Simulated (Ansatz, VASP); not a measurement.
# Cross-check of MgH2 (MgH2 (Pbcn)) between VASP and Ansatz

One calculation is typed for both programs; each brings its own data sets. How far apart do they land? The cell is taken from a series of runs on this material, whose earlier steps may have relaxed, scaled, displaced or heated it; both programs get it as it stands.

Main program and level: Ansatz 0.2.0; plane waves, with VASP 6.6.1 beside it; relaxation of cell and atoms at r2SCAN.

### Step 1. Set-up

Symmetry: Pbcn, No. 60, orthorhombic system. Conventional cell: a = 4.479 Å, b = 5.393 Å, c = 4.896 Å, α = 90.00°, β = 90.00°, γ = 90.00°. Nearest to Mg lie 6 H at 1.90 to 1.99 Å. Nearest to H lie 3 Mg at 1.90 to 1.99 Å. Farther neighbours are not listed.

### Step 2. Ansatz: relaxation of cell and atoms, r2SCAN

Ansatz runs on its default PAW (the set named soft_2) files.

The relaxed volume is the usual yardstick between codes: in a stiff, nearly cubic crystal its relative difference is about their pressure difference at one cell divided by the bulk modulus.

input.yaml reads:

```yaml
crystal:
  lattice:
    - [4.4790719, 0.0, 0.0]
    - [0.0, 5.3926223, 0.0]
    - [0.0, 0.0, 4.8955038]
  atoms:
    - { symbol: Mg, position: [0.5, 0.83152757, 0.75] }
    - { symbol: Mg, position: [0.0, 0.66847243, 0.25] }
    - { symbol: Mg, position: [0.5, 0.16847243, 0.25] }
    - { symbol: Mg, position: [0.0, 0.33152757, 0.75] }
    - { symbol: H, position: [0.72769253, 0.89106872, 0.41981232] }
    - { symbol: H, position: [0.22769253, 0.60893128, 0.58018768] }
    - { symbol: H, position: [0.77230747, 0.60893128, 0.91981232] }
    - { symbol: H, position: [0.27230747, 0.89106872, 0.08018768] }
    - { symbol: H, position: [0.72769253, 0.10893128, 0.91981232] }
    - { symbol: H, position: [0.22769253, 0.39106872, 0.08018768] }
    - { symbol: H, position: [0.77230747, 0.39106872, 0.41981232] }
    - { symbol: H, position: [0.27230747, 0.10893128, 0.58018768] }
basis:
  ecutwfc: 500
  xc_grid: 2
hamiltonian:
  xc: r2scan
kpoints:
  mp_grid: { grid: [6, 5, 6] }
scf:
  occupations: { method: fixed }
  max_iter: 100
relax:
  f_tol: 0.005
  max_steps: 60
  cell: {}
output:
  forces: true
  stress: true
checkpoint:
  write: "../cell.run"
  compress: false
  write_wavefunctions: false
  write_every: 100000
```

The run is started by

```sh
> ansatz run input.yaml --threads 4 --pin off --max-ram 6594MiB --backend cpu --events-out ev --progress --plain --runs-dir out
```

Numbers of over 12 decimals in the logs are rounded to 6 here.

The program printed:

```text
Engine: ansatz 0.2.0, x86_64-unknown-linux-gnu
Pseudopotentials: kind: paw
Pseudopotential: Mg, paw, valence charge 10, recommended cutoff 500 eV (meta_gga), Mg.paw.azcp
Pseudopotential: H, paw, valence charge 1, recommended cutoff 500 eV (meta_gga), H.paw.azcp
Functional definition: r2SCAN
  parameter k0 = 0.174
  parameter k1 = 0.065
  parameter a1 = 4.9479
  exchange = r2scan_x(k0 = k0, k1 = k1, a1 = a1)
  correlation = r2scan_c
Crystal: 12 atoms, lattice volume = 118.246 Å³
Basis set: ecut = 500 eV, 2983 PW (Γ), exchange–correlation on 72×80×72 points (8 copies of the dense FFT grid, shifted against one another)
Bands: 36, of which v1, the nominal top of the filled ones, is band 24 counted from 1 (23 counted from 0)
Symmetry: 8 space group operations
Space group: Pbcn (ITA 60), of the structure as read, at distance tolerance 4.9e-5 Å
k-points: 48 of 180
Non-local potential: Mg, projectors of the file, l = 0: 3, l = 1: 2, l = 2: 1
Non-local potential: H, projectors of the file, l = 0: 2, l = 1: 1
PAW form: soft (Blöchl's): semilocal exchange-correlation on the pseudo side does not see the compensation charge
PAW frozen core: Mg, regenerated for the run's functional (the file was generated under x = pbe(κ = 0.804, μ = 0.219515), c = pbe(β = 0.066725))
PAW one-centre angular grid: Mg, 302 points (default); XC on 224 Gauss nodes
PAW one-centre angular grid: H, 302 points (default); XC on 160 Gauss nodes
Initial density: superposition of atomic densities (neutral atoms: chi_scale 0, normalization atom), corrected by the library's trained network
Initial wavefunctions: pseudopotential atomic-orbital guess
Functional: x = r2scan, c = r2scan; τ floored in thin density (d = 2e-4 eV/Å³)
SCF iter   1: F=—  HF=-7836.266670 eV  |F-HF|=—  |Δ(HF+E_count)|=         —  Δρ=6.99e-3  dr2=2.45e-2  dr2_τ=1.82e-2  ethr=1.77e-3  ⟨swp⟩=5.0  Hψ=6512  notcnv=0  defer=461
preconditioner: auto → Resta (q_TF=auto, 2.348 Å⁻¹)  ε∞=2.6  [insulator: Δε(μ)=4.150 eV  Ē_g=10.856 eV  n_scr=28 (ndim 8)  ℏωp=13.7 eV  f_vac=0.000  ε∞_Penn≈2.6]
SCF iter   2: F=—  HF=-7836.347229 eV  |F-HF|=—  |Δ(HF+E_count)|=   8.06e-2  Δρ=3.82e-3  dr2=1.27e-2  dr2_τ=1.86e-4  ethr=5.10e-5  ⟨swp⟩=2.7  Hψ=3471  notcnv=0  defer=458
SCF iter   3: F=—  HF=-7836.347924 eV  |F-HF|=—  |Δ(HF+E_count)|=   6.95e-4  Δρ=6.54e-4  dr2=3.99e-4  dr2_τ=2.07e-5  ethr=2.65e-5  ⟨swp⟩=2.1  Hψ=1853  notcnv=0  defer=330
automatic band count: iteration 3 solves 33 bands in place of 36: the levels show a gap, and the empty bands left out lie too high to hold charge; the band table lists the bands solved (type scf.n_extra_bands for more)
SCF iter   4: F=—  HF=-7836.348094 eV  |F-HF|=—  |Δ(HF+E_count)|=   1.69e-4  Δρ=1.88e-4  dr2=2.03e-5  dr2_τ=1.95e-6  ethr=8.32e-7  ⟨swp⟩=2.0  Hψ=1888  notcnv=0  defer=309
SCF iter   5: F=—  HF=-7836.348109 eV  |F-HF|=—  |Δ(HF+E_count)|=   1.54e-5  Δρ=1.19e-5  dr2=1.10e-7  dr2_τ=1.03e-8  ethr=4.22e-8  ⟨swp⟩=2.0  Hψ=1836  notcnv=0  defer=145
SCF iter   6: F=-7836.348109 eV  HF=-7836.348109 eV  |F-HF|=5.23e-9  |Δ(HF+E_count)|=   1.59e-7  Δρ=2.45e-6  dr2=9.93e-9  dr2_τ=2.62e-10  ethr=2.08e-10  ⟨swp⟩=4.0  Hψ=4463  notcnv=0
SCF 1 converged in 6 iterations: F = -7836.348109 eV  dr2 = 9.93e-9
  greatest PAW one-centre occupation: 1.000 electrons in one spin orbital (limit 2), on the Mg atom at site 3 (counted from 0), in its partial waves of l = 0
relax step   1: F+E_penalty+E_count = -7836.34810924 eV  Δ(F+E_penalty+E_count) = +0.000e0 eV  max|allowed force component| = 4.202e-2 eV/Å  Δτ_max = 0.0000 Å  P = +0.078 GPa  Ω = 118.246 Å³  (6 SCF iters, dr2 threshold 1.00e-7 eV, accepted)
[...]
relax step   2: F+E_penalty+E_count = -7836.34811512 eV  Δ(F+E_penalty+E_count) = -5.878e-6 eV  max|allowed force component| = 2.585e-2 eV/Å  Δτ_max = 0.0168 Å  P = +0.002 GPa  Ω = 118.627 Å³  energy of the carried Pulay correction = -1.150e-4 eV  (5 SCF iters, dr2 threshold 1.10e-7 eV, accepted)
[...]
relax step   3: F+E_penalty+E_count = -7836.34862285 eV  Δ(F+E_penalty+E_count) = -5.077e-4 eV  max|allowed force component| = 2.528e-2 eV/Å  Δτ_max = 0.0089 Å  P = -0.048 GPa  Ω = 118.706 Å³  energy of the carried Pulay correction = -1.390e-4 eV  (5 SCF iters, dr2 threshold 1.17e-7 eV, accepted)
[...]
relax step   4: F+E_penalty+E_count = -7836.34915373 eV  Δ(F+E_penalty+E_count) = -5.309e-4 eV  max|allowed force component| = 2.155e-3 eV/Å  Δτ_max = 0.0030 Å  P = -0.002 GPa  Ω = 118.572 Å³  energy of the carried Pulay correction = -9.835e-5 eV  (5 SCF iters, dr2 threshold 4.94e-8 eV, accepted)
[...]
relax step   5: F+E_penalty+E_count = -7836.34924293 eV  Δ(F+E_penalty+E_count) = -8.920e-5 eV  max|allowed force component| = 2.162e-3 eV/Å  Δτ_max = 0.0000 Å  P = -0.001 GPa  Ω = 118.572 Å³  stress off target by 3.73e-2 GPa  SCF on the basis re-selected at this cell (its energy is not comparable with the rows above)  (3 SCF iters)
basis re-selected at this cell: Δ(F+E_penalty+E_count) = -8.920e-5 eV, ΔP = +0.000 GPa vs the last step (what re-selecting the basis moved, of the pressure what is left beyond the Pulay correction that the steps carried, after the strain that the cell walked since its last selection, with what the two solves' SCF thresholds leave and, on support functions, any second-order correction that the steps lacked; it is no m [...]
SCF converged after 3 iterations
Free energy (F): -7836.349243 eV
Harris-Foulkes:  -7836.349243 eV  (|F-HF|=4.17e-10)
Internal energy: -7836.349243 eV  (E = F + TS)
E sigma→0 (E₀):  -7836.349243 eV
Fermi energy:    1.926674 eV
--- Per-component energies (eV) ---
  E_band       = -1553.014449
  E_kinetic    = 416.884105
  E_local      = -6838.308671  (includes V_loc(G=0)·N_el)
  E_nonlocal   = 393.704926
  E_hartree    = 2450.668199
  E_xc         = -184.758755
  E_vxc        = -262.328468  (∫ρ·V_xc dr)
  E_paw        = -1189.105758  (= ΣΔE_a)
  E_vpaw       = -178.510733  (= ΣTr[D̂ρ^β])
  E_aug_tail   = -0.003696  (compensation charges beyond the density's cutoff)
  E_vtau       = 14.211638  (kinetic-family band-sum trace: ∫τ·v_τ [+ j·A + Jᵃ·Aᵃ] dr)
  E_ewald      = -2885.324761
  E_core_change = -0.104833  (= ΣΔE_core)
  E_smearing   = -0.000000  (= −TS)
  E_closure    = -0.000000  (closes the sum)
  Σ components = -7836.349243   (vs F -7836.349243, Δ=0.00e0)
--- Forces (eV/Å), atoms counted from 1 ---
  atom   1  Mg     0.00000000    -0.00084331    -0.00000000
  atom   2  Mg     0.00000000     0.00084331     0.00000000
  atom   3  Mg     0.00000000     0.00084331     0.00000000
  atom   4  Mg    -0.00000000    -0.00084331     0.00000000
  atom   5  H      0.00045769     0.00013478    -0.00216167
  atom   6  H      0.00045769    -0.00013478     0.00216167
  atom   7  H     -0.00045769    -0.00013478    -0.00216167
  atom   8  H     -0.00045769     0.00013478     0.00216167
  atom   9  H      0.00045769    -0.00013478    -0.00216167
  atom  10  H      0.00045769     0.00013478     0.00216167
  atom  11  H     -0.00045769     0.00013478    -0.00216167
  atom  12  H     -0.00045769    -0.00013478     0.00216167
  max |Σ_I F_I| component: 3.47e-18 eV/Å
--- Stress (GPa, compression-positive) ---
       -0.037333      -0.000000       0.000000
       -0.000000       0.003097       0.000000
        0.000000       0.000000       0.030805
  P = ⅓ Tr σ = -0.0011 GPa (-0.011 kbar)
--- Relaxed structure (4 steps of the walk, 4 accepted, 1 SCFs on fresh bases) ---
  F+E_penalty+E_count = -7836.34924293 eV   max|allowed force component| = 2.162e-3 eV/Å   (the final SCF, on the basis selected at the relaxed cell)
  cell:  # Å, volume = 118.5715 Å³
    - [4.478196, 0, 0]
    - [0, 5.401399, 0]
    - [0, 0, 4.901974]
  atoms:
    - { symbol: Mg, position: [0.5, 0.834048, 0.75] }
    - { symbol: Mg, position: [0, 0.665952, 0.25] }
    - { symbol: Mg, position: [0.5, 0.165952, 0.25] }
    - { symbol: Mg, position: [0, 0.334048, 0.75] }
    - { symbol: H, position: [0.727994, 0.890076, 0.419778] }
    - { symbol: H, position: [0.227994, 0.609924, 0.580222] }
    - { symbol: H, position: [0.772006, 0.609924, 0.919778] }
    - { symbol: H, position: [0.272006, 0.890076, 0.080222] }
    - { symbol: H, position: [0.727994, 0.109924, 0.919778] }
    - { symbol: H, position: [0.227994, 0.390076, 0.080222] }
    - { symbol: H, position: [0.772006, 0.390076, 0.419778] }
    - { symbol: H, position: [0.272006, 0.109924, 0.580222] }
```

[end of part 1 of 2]

[Lines on the potential files, build, host, timing and source positions are cut from VASP's logs without a mark.]

[Logs are printed without paths, hosts, clocks, repeated set-up lines and the standing remarks that a program may print on its own settings, such as how far it seeks lower states.]

[Hosts, paths, dates, database ids (printed as entryN), source tags and the programs' standing remarks are cut or masked in the printed files.]
